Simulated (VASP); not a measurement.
# Sc (P6_3/mmc) in VASP: further runs, part 2 of 2

VASP 6.6.1.

## 4. Atomic charges, PBEsol+D3 (volume scaled by 1.08)

Input file INCAR:

```
SYSTEM = Sc
ALGO = Normal
EDIFF = 1E-6
ENCUT = 600
GGA = PS
ISIF = 2
ISMEAR = 1
IVDW = 11
LASPH = .True.
LCHARG = .False.
LORBIT = 10
LREAL = .False.
LWAVE = .False.
NELM = 80
PREC = Accurate
SIGMA = 0.1
```

Input file KPOINTS:

```
k-points
0
Gamma
  9 9 5
  0 0 0
```

Input file POSCAR:

```
Sc
1.0
    3.3949862445      0.0000000000      0.0000000000
   -1.6974931223      2.9401443332      0.0000000000
    0.0000000000      0.0000000000      5.4103296958
Sc
2
Direct
    0.6666666667      0.3333333333      0.7500000000
    0.3333333333      0.6666666667      0.2500000000
```

Potentials or basis: VASP PAW PBE potentials, release 64 (Sc_sv_GW).

Run with:

```
$ cat potpaw_PBE.64/Sc_sv_GW/POTCAR > POTCAR
$ mpirun -np 1 vasp_std > vasp.out
```

OUTCAR:

```text
SYSTEM = Sc
   EDIFF = 1E-6
   ENCUT = 600
   GGA = PS
   ISIF = 2
   ISMEAR = 1
   IVDW = 11
   LASPH = .True.
   LORBIT = 10
   LREAL = .False.
   NELM = 80
   PREC = Accurate
 IVDW          = 11

 ion  position               nearest neighbor table
   1  0.667  0.333  0.750-
   2  0.333  0.667  0.250-

  LATTYP: Found a hexagonal cell.
 ALAT       =     3.3949862445
 C/A-ratio  =     1.5936234512

  Lattice vectors:

 A1 = (   3.3949862445,   0.0000000000,   0.0000000000)
 A2 = (  -1.6974931223,   2.9401443332,   0.0000000000)
 A3 = (   0.0000000000,   0.0000000000,   5.4103296958)

Analysis of symmetry for initial positions (statically):
=====================================================================
 Subroutine PRICEL returns:
 Original cell was already a primitive cell.

 Routine SETGRP: Setting up the symmetry group for a
 hexagonal supercell.

 Subroutine GETGRP returns: Found 24 space group operations
 (whereof 12 operations were pure point group operations)
 out of a pool of 24 trial point group operations.

The static configuration has the point symmetry D_3d.
 The point group associated with its full space group is D_6h.

Analysis of symmetry for dynamics (positions and initial velocities):
=====================================================================
 Subroutine PRICEL returns:
 Original cell was already a primitive cell.

 Routine SETGRP: Setting up the symmetry group for a
 hexagonal supercell.

 Subroutine GETGRP returns: Found 24 space group operations
 (whereof 12 operations were pure point group operations)
 out of a pool of 24 trial point group operations.

The dynamic configuration has the point symmetry D_3d.
 The point group associated with its full space group is D_6h.

 Subroutine INISYM returns: Found 24 space group operations
 (whereof 12 operations are pure point group operations),
 and found     1 'primitive' translations

----------------------------------------------------------------------------------------

                                     Primitive cell

  volume of cell :      54.0046

  direct lattice vectors                    reciprocal lattice vectors
     3.394986245  0.000000000  0.000000000     0.294552003  0.170059678  0.000000000
    -1.697493122  2.940144333  0.000000000     0.000000000  0.340119357  0.000000000
     0.000000000  0.000000000  5.410329696     0.000000000  0.000000000  0.184831620

  length of vectors
     3.394986245  3.394986244  5.410329696     0.340119357  0.340119357  0.184831620

  position of ions in fractional coordinates (direct lattice)
     0.666666667  0.333333333  0.750000000
     0.333333333  0.666666667  0.250000000

  ion indices of the primitive-cell ions
   primitive index   ion index
                 1           1
                 2           2

----------------------------------------------------------------------------------------

 KPOINTS: k-points

Automatic generation of k-mesh.
 Grid dimensions read from file:
 generate k-points for:    9    9    5

 Generating k-lattice:

[... 60 lines left out ...]
   NGX,Y,Z   is equivalent  to a cutoff of  13.71, 13.71, 14.75 a.u.
   NGXF,Y,Z  is equivalent  to a cutoff of  27.42, 27.42, 29.50 a.u.
 SYSTEM =  Sc
   PREC   = accura    normal or accurate (medium, high low for compatibility)
   ISTART =      0    job   : 0-new  1-cont  2-samecut
   ICHARG =      2    charge: 1-file 2-atom 10-const
   ISPIN  =      1    spin polarized calculation?
   LNONCOLLINEAR =      F non collinear calculations
   LSORBIT =      F    spin-orbit coupling
   LASPH  =      T    aspherical Exc in radial PAW
   ENCUT  =  600.0 eV  44.10 Ry    6.64 a.u.   6.78  6.78 10.81*2*pi/ulx,y,z
   NELM   =     80;   NELMIN=  2; NELMDL= -5     # of ELM steps
   EDIFF  = 0.1E-05   stopping-criterion for ELM
   LREAL  =      F    real-space projection
   EDIFFG = 0.1E-04   stopping-criterion for IOM
   NSW    =      0    number of steps for IOM
   IBRION =     -1    ionic relax: 0-MD 1-quasi-New 2-CG
   NFREE  =      0    steps in history (QN), initial steepest desc. (CG)
   ISIF   =      2    stress and relaxation
   ISYM   =      2    0-nonsym 1-usesym 2-fastsym
   POTIM  = 0.5000    time-step for ionic-motion
   TEBEG  =    0.0;   TEEND  =   0.0 temperature during run
   PSTRESS=    0.0 pullay stress
   NELECT =      22.0000    total number of electrons
   NUPDOWN=      -1.0000    fix difference up-down
   EMIN   =  10.00;   EMAX   =-10.00  energy-range for DOS
   EFERMI =   0.00;   METHOD = LEGACY
   ISMEAR =     1;   SIGMA  =   0.10  broadening in eV -4-tet -1-fermi 0-gaus
   EFERMI_NEDOS =   21; number of points for ismear=-14 and -15
   IALGO  =     38    algorithm
   IMIX   =      4    mixing-type and parameters
     AMIX     =   0.40;   BMIX     =  1.00
     AMIX_MAG =   1.60;   BMIX_MAG =  1.00
  volume/ion in A,a.u.               =      27.00       182.22
  Fermi-wavevector in a.u.,A,eV,Ry     =   1.213591  2.293354 20.038695  1.472803
  Thomas-Fermi vector in A             =   2.349038
   LORBIT       =     10    0 simple, 1 ext, 2 COOP (PROOUT), +10 PAW based schemes
   GGA     = PS    functional components
   LHFCALC =     F    Hartree Fock is set to
   AEXX    =    0.0000 exact exchange contribution
   IVDW    =    11    specifies the selected vdW correction
   LEPSILON=     F    determine dielectric tensor
   LRPA    =     F    only Hartree local field effects (RPA)
 non-spin polarized calculation
 Methfessel and Paxton  Order N= 1 SIGMA  =   0.10
  energy-cutoff  :      600.00
  volume of cell :       54.00
 maximum number of plane-waves:      1830
 NGX is ok and might be reduce to    28
   NGX = 13   NGY = 13   NGZ = 21

 number of electron      22.0000000 magnetization

 Free energy of the ion-electron system (eV)
  ---------------------------------------------------
  ext. energy  EPLUGINS =         0.00000000
  ---------------------------------------------------
  free energy    TOTEN  =       -17.96278953 eV

  energy without entropy =      -17.96089935  energy(sigma->0) =      -17.96215947

 E-fermi :   5.1185     XC(G=0):  -9.6218

 val. band max:        5.1159341447   @ k =   0.4444   0.1111   0.4000
 cond. band min:       5.1232329042   @ k =   0.4444   0.1111   0.4000
 fundamental gap:      0.0072987595
 Fermi energy:         5.1185066239

 k-point     1 :       0.0000    0.0000    0.0000
  band No.  band energies     occupation
      1     -44.3304      2.00000
      2     -44.2859      2.00000
      3     -23.1613      2.00000
      4     -22.9163      2.00000
      5     -22.9163      2.00000
      6     -22.8717      2.00000
      7     -22.8717      2.00000
      8     -22.8537      2.00000
      9       0.1669      2.00000
     10       3.5407      2.00000
     11       5.4217     -0.00016
     12       6.6056     -0.00000
     13       6.6194     -0.00000
     14       6.7177     -0.00000
[... 617 lines left out ...]
      2     -44.2811      2.00000
      3     -23.0977      2.00000
      4     -23.0977      2.00000
      5     -23.0505      2.00000
      6     -23.0209      2.00000
      7     -22.9150      2.00000
      8     -22.9150      2.00000
      9       4.7304      2.00000
     10       4.8065      2.00009
     11       4.8890      2.00551
     12       4.8890      2.00551
     13       5.4472     -0.00003
     14       5.4472     -0.00003
     15       7.1042     -0.00000

------------------------ aborting loop because EDIFF is reached ----------------------------------------

 Edisp (eV)   -0.39050

 E8    (eV) :    -0.2355

  FORCE on cell =-STRESS in cart. coord.  units (eV):
  Direction    XX          YY          ZZ          XY          YZ          ZX
  --------------------------------------------------------------------------------------
  -------------------------------------------------------------------------------------
  Total      -2.49348    -2.49348    -2.96864     0.00000     0.00000    -0.00000
  in kB     -73.97522   -73.97522   -88.07206     0.00000     0.00000    -0.00000
  external pressure =      -78.67 kB  Pullay stress =        0.00 kB

 VOLUME and BASIS-vectors are now :
 -----------------------------------------------------------------------------
  energy-cutoff  :      600.00
  volume of cell :       54.00
      direct lattice vectors                 reciprocal lattice vectors
     3.394986245  0.000000000  0.000000000     0.294552003  0.170059678  0.000000000
    -1.697493122  2.940144333  0.000000000     0.000000000  0.340119357  0.000000000
     0.000000000  0.000000000  5.410329696     0.000000000  0.000000000  0.184831620

 POSITION                                       TOTAL-FORCE (eV/Angst)
 -----------------------------------------------------------------------------------
      1.69749      0.98005      4.05775         0.000000      0.000000      0.000000
     -0.00000      1.96010      1.35258        -0.000000      0.000000      0.000000
 -----------------------------------------------------------------------------------
    total drift:                               -0.000000      0.000000     -0.000000

  FREE ENERGIE OF THE ION-ELECTRON SYSTEM (eV)
  ---------------------------------------------------
  free  energy   TOTEN  =       -18.3532919565 eV

  energy  without entropy=      -18.3514017783  energy(sigma->0) =      -18.35266190

 total charge

# of ion       s       p       d       f       tot
--------------------------------------------------
    1        2.084   5.776   0.700   0.000   8.560
    2        2.084   5.776   0.700   0.000   8.560
--------------------------------------------------
tot          4.168  11.552   1.400   0.001  17.121
```

OSZICAR:

```text
N       E                     dE             d eps       ncg     rms          rms(c)
DAV:   1     0.471939966410E+03    0.47194E+03   -0.11231E+04  1128   0.163E+03
DAV:   2     0.470840720425E+02   -0.42486E+03   -0.41715E+03  2118   0.106E+03
DAV:   3    -0.178785547766E+02   -0.64963E+02   -0.64461E+02  1872   0.333E+02
DAV:   4    -0.210814444792E+02   -0.32029E+01   -0.31189E+01  1970   0.107E+02
DAV:   5    -0.212439638915E+02   -0.16252E+00   -0.15552E+00  1763   0.209E+01    0.757E+00
DAV:   6    -0.183353431429E+02    0.29086E+01   -0.62999E+00  1648   0.345E+01    0.311E+00
DAV:   7    -0.179904149343E+02    0.34493E+00   -0.28059E+00  1872   0.241E+01    0.172E+00
DAV:   8    -0.180118396979E+02   -0.21425E-01   -0.65231E-01  1616   0.154E+01    0.104E+00
DAV:   9    -0.179627965760E+02    0.49043E-01   -0.31160E-01  1856   0.958E+00    0.115E-01
DAV:  10    -0.179627390430E+02    0.57533E-04   -0.77977E-03  1888   0.159E+00    0.423E-02
DAV:  11    -0.179627856351E+02   -0.46592E-04   -0.26940E-04  1806   0.252E-01    0.127E-02
DAV:  12    -0.179627882147E+02   -0.25796E-05   -0.57274E-05  1744   0.932E-02    0.218E-03
DAV:  13    -0.179627895552E+02   -0.13405E-05   -0.45870E-06  1275   0.286E-02    0.119E-03
DAV:  14    -0.179627895261E+02    0.29165E-07   -0.14814E-06  1296   0.176E-02
   1 F= -.18353292E+02 E0= -.18352662E+02  d E =-.189018E-02
```

stdout:

```text
POSCAR found type information on POSCAR Sc
 POSCAR found :  1 types and       2 ions
 scaLAPACK will be used
 -----------------------------------------------------------------------------
|                                                                             |
|                                                                             |
|     You enforced a specific xc type in the INCAR file but a different       |
|     I HOPE YOU KNOW WHAT YOU ARE DOING!                                     |
|                                                                             |
 -----------------------------------------------------------------------------

 LDA part: xc-table for (Slater+PW92), standard interpolation
 POSCAR, INCAR and KPOINTS ok, starting setup
 FFT: planning ... GRIDC
 FFT: planning ... GRID_SOFT
 FFT: planning ... GRID
 WAVECAR not read
 entering main loop
```

Run time: 59 s. Hardware: 1 thread of Intel Xeon Platinum 8488C (Sapphire Rapids), shared host; peak memory 0.22 GiB.

Results:

| Property | Result |
| --- | --- |
| Free energy | -18.3533 eV |
| Pressure | -7.9 GPa |
| Band gap on the k mesh | none (metal or under the smearing width) |
| Valence electrons inside the program's atomic spheres | Sc 8.56 |
| Dispersion energy per atom | -0.195 eV |

Levels at points of the mesh, in eV from the Fermi level:
| k point | band 7 | band 8 | band 9 | band 10 | band 11 | band 12 | band 13 | band 14 | band 15 |
| --- | --- | --- | --- | --- | --- | --- | --- | --- | --- |
| (0.00, 0.00, 0.00) | -27.99 | -27.97 | -4.95 | -1.58 | 0.30 | 1.49 | 1.50 | 1.60 | 1.86 |

Caveat: the PAW data sets were made with another functional, which shifts forces and pressure a little; pairwise dispersion overbinds metals, which lowers pressure and volume.

## 5. Electron localisation function, revPBE+D2+U (cell strained at random at fixed volume)

Input file INCAR:

```
SYSTEM = Sc
PREC     = Accurate       ! precision mode
ENCUT    = 520            ! plane-wave cutoff, eV
EDIFF    = 1E-7           ! SCF threshold, eV
ISMEAR   = 0              ! smearing method
SIGMA    = 0.01           ! smearing width, eV
LREAL    = .False.        ! projectors in reciprocal space
LASPH    = .True.         ! aspherical terms in the spheres
NELM     = 60             ! most SCF steps
ALGO     = Normal         ! electronic algorithm
ISIF     = 2              ! what is computed and relaxed
LWAVE    = .False.        ! write WAVECAR
LCHARG   = .True.         ! write CHGCAR
LMAXMIX  = 4              ! l up to which the mixer works
LDAU     = .True.         ! DFT+U
LDAUTYPE = 2            
LDAUL    = 2              ! shell
LDAUU    = 6              ! U, eV
LDAUJ    = 1            
LDAUPRINT= 1            
GGA      = RE             ! functional
IVDW     = 1              ! dispersion correction
LELF     = .True.         ! ELF
```

Input file KPOINTS:

```
Automatic mesh
0
Gamma
  9 9 5
  0 0 0
```

Input file POSCAR:

```
Sc
3.2774
    0.999996033441      0.002527308232      0.000526331848
   -0.497809239031      0.881642155367      0.002909928602
    0.000839079758      0.005839384878      1.608845121133
Sc
2
Direct
    0.6666666667      0.3333333333      0.7500000000
    0.3333333333      0.6666666667      0.2500000000
```

Potentials or basis: VASP PAW PBE potentials, release 64 (Sc_sv).

Run with:

```
$ cat potpaw_PBE.64/Sc_sv/POTCAR > POTCAR
$ mpirun -np 1 vasp_std > vasp.out
```

Run time: 83 s. Hardware: 1 thread of Intel Xeon Platinum 8559C (Emerald Rapids), shared host; peak memory 0.26 GiB.

The run converged. Its results:

```
Free energy                : -9.4135 eV
Pressure                   : 7.1 GPa
Largest force              : 0.095 eV/Å
Band gap on the k mesh     : none (metal or under the smearing width)
Dispersion energy per atom : -0.628 eV
```

Forces in eV/Å, atoms in the order of the input:
```
Sc   0.024 -0.092  0.002
Sc  -0.024  0.092 -0.002
```

Stress tensor (GPa, compression positive):
```
 8.53 -0.33 -0.06
-0.33  5.67 -0.41
-0.06 -0.41  7.21
```

Levels at points of the mesh, in eV from the Fermi level:
| k point | band 9 | band 10 | band 11 | band 12 | band 13 | band 14 |
| --- | --- | --- | --- | --- | --- | --- |
| (0.00, 0.00, 0.00) | -5.82 | -1.76 | -0.33 | 2.06 | 2.27 | 2.28 |

Eigenvalues of the final occupation matrices:
| site | spin | trace | eigenvalues |
| --- | --- | --- | --- |
| site 1 d | 1 | 0.35 | 0.07 0.07 0.07 0.07 0.08 |
| site 1 d | 2 | 0.35 | 0.07 0.07 0.07 0.07 0.08 |
| site 2 d | 1 | 0.35 | 0.07 0.07 0.07 0.07 0.08 |
| site 2 d | 2 | 0.35 | 0.07 0.07 0.07 0.07 0.08 |

Caveat: atom-pairwise D2, TS and ULG terms overbind metals; the PAW data sets were made with another functional, which shifts forces and pressure a little; U without spin polarisation on a metal has little footing; pairwise dispersion overbinds metals, which lowers pressure and volume; the U is typed as a test and isn't derived for this compound.

## 6. Single point, PBE

Input file INCAR:

```
SYSTEM = Sc
ALGO = Fast
EDIFF = 1E-7
ENCUT = 500
GGA = PE
ISIF = 2
ISMEAR = 0
LASPH = .True.
LCHARG = .True.
LELF = .True.
LREAL = .False.
LVHAR = .True.
LWAVE = .False.
NELM = 60
PREC = Accurate
SIGMA = 0.1
```

Input file KPOINTS:

```
k-points
0
Gamma
  9 9 5
  0 0 0
```

Input file POSCAR:

```
Sc
1.0
    3.3090000000      0.0000000000      0.0000000000
   -1.6545000000      2.8656780611      0.0000000000
    0.0000000000      0.0000000000      5.2733000000
Sc
2
Direct
    0.6666666667      0.3333333333      0.7500000000
    0.3333333333      0.6666666667      0.2500000000
```

Potentials or basis: VASP PAW PBE potentials, release 64 (Sc_sv).

Run with:

```
$ cat potpaw_PBE.64/Sc_sv/POTCAR > POTCAR
$ mpirun -np 1 vasp_std > vasp.out
```

Wall time 31 s (1 thread of Intel Xeon Platinum 8559C (Emerald Rapids), shared host); peak memory 0.16 GiB.

It converged, with:

- Free energy: -12.5030 eV
- Pressure: -0.7 GPa
- Band gap on the k mesh: none (metal or under the smearing width)

Stress tensor (GPa, compression positive):
```
-0.16  0.00  0.00
 0.00 -0.16  0.00
 0.00  0.00 -1.68
```

Levels at points of the mesh, in eV from the Fermi level:
| k point | band 7 | band 8 | band 9 | band 10 | band 11 | band 12 | band 13 | band 14 | band 15 |
| --- | --- | --- | --- | --- | --- | --- | --- | --- | --- |
| (0.00, 0.00, 0.00) | -27.89 | -27.87 | -5.11 | -1.66 | 0.42 | 1.59 | 1.59 | 1.71 | 2.00 |

## 7. Summary

| task | level | potentials or basis | U | cell | cutoff (eV) | smearing | further INCAR settings | LDAUTYPE | hund's J | gap on the mesh (eV) | pressure (GPa) |
| --- | --- | --- | --- | --- | --- | --- | --- | --- | --- | --- | --- |
| single point | PBEsol | VASP PAW PBE potentials, release 64 (Sc_sv_GW) | - | as given | 550 | gaussian 0.02 eV | ALGO = Fast; EDIFF = 1e-06; NBANDS = 18 | - | - | none | -2.3 |
| single point | PBEsol | VASP PAW PBE potentials, release 64 (Sc_sv_GW) | - | as given | 550 | gaussian 0.02 eV | ALGO = Normal; EDIFF = 1.00e-06 | - | - | none | -3.4 |
| atomic charges | PBEsol+D3 | VASP PAW PBE potentials, release 64 (Sc_sv_GW) | - | volume scaled by 1.08 | 600 | methfessel-paxton 0.1 eV | ALGO = Normal; EDIFF = 1e-06 | - | - | none | -7.9 |
| electron localisation function | revPBE+D2+U | VASP PAW PBE potentials, release 64 (Sc_sv) | Sc d U = 6 eV, J = 1.0 eV | cell strained at random at fixed volume | 520 | gaussian 0.01 eV | ALGO = Normal; EDIFF = 1e-07 | 2 | 1 | none | 7.1 |
| single point | PBE | VASP PAW PBE potentials, release 64 (Sc_sv) | - | as given | 500 | gaussian 0.1 eV | ALGO = Fast; EDIFF = 1e-07 | - | - | none | -0.7 |

Alike in all rows: no spin polarisation; k mesh 9 × 9 × 5.

Caveats: the PAW data sets were made with another functional, which shifts forces and pressure a little (some runs); pairwise dispersion overbinds metals, which lowers pressure and volume (some runs); atom-pairwise D2, TS and ULG terms overbind metals (some runs); U without spin polarisation on a metal has little footing (some runs); the U is typed as a test and isn't derived for this compound (some runs).

Absolute energies hang on the potentials; compare differences alone.
